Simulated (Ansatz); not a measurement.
**Strain response of KNbO₃**

All numbers below come from DFT PBE, scalar-relativistic, plane waves, PAW (Ansatz 0.2.0). Settings: 420 eV cutoff, 8×8×6 k-mesh, Gaussian smearing of 0.02 eV, no spin polarisation.

Starting point, cell and atoms relaxed:

```
K Nb O
1.0
     3.99308    0.00000    0.00000
     0.00000    3.99308    0.00000
     0.00000    0.00000    4.22059
K Nb O
1 1 3
Direct
  0.50000 0.50000 0.50650
  0.00000 0.00000 0.02429
  0.50000 0.00000 0.97260
  0.00000 0.50000 0.97260
  0.00000 0.00000 0.45881
```

Deformation: all cell vectors scaled alike, the atoms relaxed, all within the symmetry that the strain leaves. Energies are extrapolated to zero smearing. Stress is positive in compression, on the Cartesian axes of the cell above. Gaps are Kohn–Sham gaps over the whole zone.

| strain (%) | ΔE (meV/atom) | a (Å) | b (Å) | c (Å) | σxx (GPa) | σyy (GPa) | σzz (GPa) | gap (eV) |
| --- | --- | --- | --- | --- | --- | --- | --- | --- |
| -3.0 | 49.4 | 3.873 | 3.873 | 4.094 | 17.66 | 17.66 | 9.20 | 1.75 |
| -2.0 | 21.0 | 3.913 | 3.913 | 4.136 | 10.94 | 10.94 | 5.28 | 1.70 |
| -1.0 | 5.0 | 3.953 | 3.953 | 4.178 | 5.07 | 5.07 | 2.34 | 1.65 |
| +0.0 | 0.0 | 3.993 | 3.993 | 4.221 | -0.01 | -0.01 | 0.04 | 1.59 |
| +1.0 | 4.6 | 4.033 | 4.033 | 4.263 | -4.38 | -4.38 | -1.66 | 1.54 |
| +2.0 | 17.5 | 4.073 | 4.073 | 4.305 | -8.12 | -8.12 | -2.93 | 1.49 |
| +3.0 | 37.7 | 4.113 | 4.113 | 4.347 | -11.31 | -11.31 | -3.87 | 1.44 |